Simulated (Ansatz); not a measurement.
# CsBr, space group Pm-3m: a Berry-phase polarisation

Computed with Ansatz 0.2.0 through its Python package.

At the Python prompt:
```pycon
>>> import ansatz
>>> import numpy as np
>>> lattice = ansatz.Lattice.of(
...     (4.286, 0.0, 0.0),
...     (0.0, 4.286, 0.0),
...     (0.0, 0.0, 4.286),
... )
>>> sites = [
...     ("Cs", (0.0, 0.0, 0.0)),
...     ("Br", (0.5, 0.5, 0.5)),
... ]
>>> xtal = ansatz.Crystal(lattice=lattice)
>>> for symbol, position in sites:
...     xtal = xtal.atom(symbol, position)
...
>>> def berry(structure):
...     return (
...         structure.calculation()
...         .functional("pbe")
...         .basis(450)
...         .kpoints(4)
...         .occupations("fixed")  # whole-number filling, right only where there is a gap
...         .polarization()
...         .run()
...         .polarization()
...     )
...
>>> vectors = np.array(xtal.lattice.vectors)
>>> shifted = xtal.move(0, to=np.array(xtal.sites[0].position) + 0.01 * np.linalg.inv(vectors)[1])
>>> before, after = berry(xtal), berry(shifted)

>>> for label, p in (("as typed", before), ("shifted", after)):
...     print(label, "reduced polarisation:", [round(axis.reduced, 4) for axis in p.axes], "modulo", p.modulus)
...
as typed reduced polarisation: [3.5, 3.5, 3.5] modulo 1
shifted reduced polarisation: [3.5, 3.5031, 3.5] modulo 1
>>> # take the change on the nearest branch, then turn it into a dipole per cell
>>> change = np.array([b.reduced - a.reduced for a, b in zip(before.axes, after.axes)])
>>> change -= before.modulus * np.round(change / before.modulus)
>>> dipole = change @ vectors
>>> print("dipole change (e A):", np.round(dipole, 4) + 0.0)
dipole change (e A): [0.     0.0133 0.    ]
>>> print("column of the Born charge of", xtal.sites[0].symbol, "for a shift along y:", np.round(dipole / 0.01, 2) + 0.0)
column of the Born charge of Cs for a shift along y: [0.   1.33 0.  ]
```

Reading the output:
- Of the deposited cell: the entry's cell lengths or inner coordinates differ somewhat from later room-temperature determinations.
- The starting cell is as deposited in a crystallographic database; the results hold for this polymorph, which needn't be the stable one.
- Polarisation is defined up to a quantum, so only the change along a continuous path has meaning.
- Finished in 9.3 s on 1 thread of Arm Neoverse N1, with other jobs on the host, peak memory 0.39 GiB.

(Lines on the test bed's own set-up are left out of the output.)
